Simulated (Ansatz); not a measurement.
A surface is cut from this relaxed crystal of WS$_{2}$:

```yaml
crystal:
  lattice:
    - [3.18852, 0.00000, 0.00000]
    - [-1.59426, 2.76134, 0.00000]
    - [0.00000, 0.00000, 16.95067]
  atoms:
    - { symbol: W, position: [0.33333, 0.66667, 0.00000] }
    - { symbol: S, position: [0.66667, 0.33333, 0.90732] }
    - { symbol: S, position: [0.66667, 0.33333, 0.09268] }
```

Miller indices refer to the conventional cell of P-6m2 (No. 187), a = 3.189 Å, b = 3.189 Å, c = 16.951 Å, α = 90.00°, β = 90.00°, γ = 120.00°. The bulk's gap is 1.81 eV.

The (001) slab of 6 planes, 20.1 Å thick with 15 Å of vacuum as cut; outer planes S (top) and S (bottom).

Method: Ansatz 0.2.0, DFT PBE, scalar-relativistic, plane waves, PAW. Plane waves to 420 eV, a k mesh through Γ of 9×9×1 on the computed 6-atom cell and Gaussian smearing (0.05 eV); no spin polarisation. The cell repeats along c with a dipole correction in the vacuum.

The surface energy is small: either the cut is weakly bound (this functional has no dispersion correction), or the bulk reference is not the lowest structure.

With the atoms at the bulk's places:

```yaml
Surface_energy_mean_of_both_faces: 0.00 J/m²
Gap_of_the_slab_on_the_mesh: 1.81 eV
```

**Question.** What changes when all atoms relax within this surface cell and its symmetry?

**Answer.** The energy changes by under 0.001 J/m² a face. No atom moved: the forces on the slab as cut lay under the relaxation's threshold already, so smaller changes of the spacings aren't resolved.

```json
{
  "Surface energy (mean of both faces)": "0.00 J/m²",
  "Gap of the slab on the mesh": "1.80 eV"
}
```

```json
{"plane (bottom to top)": "1", "atoms": "S", "spacing to next, bulk (Å)": "1.571", "relaxed (Å)": "1.571", "change (%)": "0.0"}
{"plane (bottom to top)": "2", "atoms": "W", "spacing to next, bulk (Å)": "1.571", "relaxed (Å)": "1.571", "change (%)": "0.0"}
{"plane (bottom to top)": "3", "atoms": "S", "spacing to next, bulk (Å)": "13.809", "relaxed (Å)": "13.809", "change (%)": "0.0"}
{"plane (bottom to top)": "4", "atoms": "S", "spacing to next, bulk (Å)": "1.571", "relaxed (Å)": "1.571", "change (%)": "0.0"}
{"plane (bottom to top)": "5", "atoms": "W", "spacing to next, bulk (Å)": "1.571", "relaxed (Å)": "1.571", "change (%)": "0.0"}
{"plane (bottom to top)": "6", "atoms": "S", "spacing to next, bulk (Å)": "", "relaxed (Å)": "", "change (%)": ""}
```

Spin-orbit coupling is left out, which matters for the bands of heavy elements. An odd mesh misses points on the zone edge, so a gap read on it can be too wide.

The reference crystal is a form of WS2, which isn't its usual structure.